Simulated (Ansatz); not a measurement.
SnO2: relaxation of cell and atoms with r2SCAN

The system is SnO2.

```
Sn O
1.0
     3.02327    0.00000    0.00000
     0.00000    4.96468    0.00000
     0.00000    0.00000    5.97696
Sn O
1 2
Direct
  0.50000 0.50000 0.00000
  0.00000 0.50000 0.77572
  0.00000 0.50000 0.22428
```

The cell was built by a generator and needn't be a form met in nature.

| Item | Value |
| --- | --- |
| Program | Ansatz 0.2.0 |
| Task | relaxation of cell and atoms |
| Functional | r2SCAN |
| Potentials or basis | Ansatz PAW |
| Cutoff | 500 eV (not typed: the program's choice for these potentials) |
| k mesh | 9 × 6 × 5 |
| Occupations | fermi-dirac, width 0.05 eV |
| Spin | no spin polarisation |

| Property | Result |
| --- | --- |
| Relaxed volume | 71.19 Å³/atom |
| Relaxed cell | a = 2.998 Å, b = 8.315 Å, c = 8.568 Å, α = 90.00°, β = 90.00°, γ = 90.00° |
| Space group after relaxing (to 0.05 Å) | Pmmm (No. 47) |
| Energy gained by relaxing | 34.6 meV/atom |
| Ionic steps | 33 |
| Pressure after relaxing | 0.0 GPa |
| Band gap on the k mesh | 2.59 eV, indirect (least direct gap 2.90 eV) |

Forces in eV/Å, atoms in the order of the input:
```
Sn   0.000  0.000  0.000
O    0.000  0.000 -0.002
O    0.000  0.000  0.002
```

The path:
```tsv
step	energy change (eV)	largest force (eV/Å)	volume (Å³)
1	0.0000	0.6183	89.71
2	-0.0236	0.0355	90.90
3	-0.0265	0.0253	91.95
4	-0.0303	0.0587	94.26
5	-0.0390	0.0172	101.32
6	-0.0412	0.0009	106.07
7	-0.0411	0.0042	106.53
8	-0.0497	0.0013	106.53
9	-0.0552	0.0122	112.43
10	-0.0604	0.0238	119.97
11	-0.0616	0.0064	127.03
12	-0.0614	0.0163	127.62
13	-0.0615	0.0031	127.79
14	-0.0613	0.0030	128.39
15	-0.0698	0.0007	128.39
16	-0.0736	0.0240	135.27
17	-0.0768	0.0703	144.40
18	-0.0774	0.0574	153.20
19	-0.0775	0.0021	153.40
20	-0.0847	0.0012	153.40
21	-0.0867	0.0016	158.65
22	-0.0892	0.0096	167.38
23	-0.0900	0.0189	176.79
24	-0.0885	0.0137	184.16
25	-0.0895	0.0008	181.90
26	-0.0959	0.0041	181.90
27	-0.0969	0.0002	186.38
28	-0.0977	0.0112	190.87
29	-0.0988	0.0493	201.00
30	-0.0985	0.0110	211.22
31	-0.0984	0.0376	212.99
32	-0.0985	0.0052	213.56
33	-0.1038	0.0020	213.56
```

Final structure:
```yaml
crystal:
  lattice:
    - [2.99777, 0.00000, 0.00000]
    - [0.00000, 8.31474, 0.00000]
    - [0.00000, 0.00000, 8.56792]
  atoms:
    - { symbol: Sn, position: [0.50000, 0.50000, 0.00000] }
    - { symbol: O, position: [0.00000, 0.50000, 0.84607] }
    - { symbol: O, position: [0.00000, 0.50000, 0.15393] }
```

Levels at points of the mesh, in eV from the valence-band top:
```csv
k point,band 11,band 12,band 13,band 14,band 15,band 16
"(0.00, 0.00, 0.00)",-0.97,-0.91,-0.31,2.59,4.71,6.69
"(0.00, -0.50, 0.00)",-0.97,-0.91,-0.31,2.62,4.57,7.16
```

It took 12 min on 2 threads of Arm Neoverse N1, on a shared host, peak memory 1 GiB.

Caveat: the volume moved by over 15 % at a fixed basis, so the end points are rough; odd divisions of the mesh miss points on the zone boundary, where band edges often lie, so the gap on the mesh can be too wide; the plane-wave basis is chosen anew once the cell has moved, so the energies of steps on either side of that aren't comparable; spin-orbit coupling is left out, which moves the levels of the heavy elements; the PAW data sets come from PBE, with cores solved anew for the run's functional, which leaves a small shift of forces and pressure. A k mesh can miss the band edges.
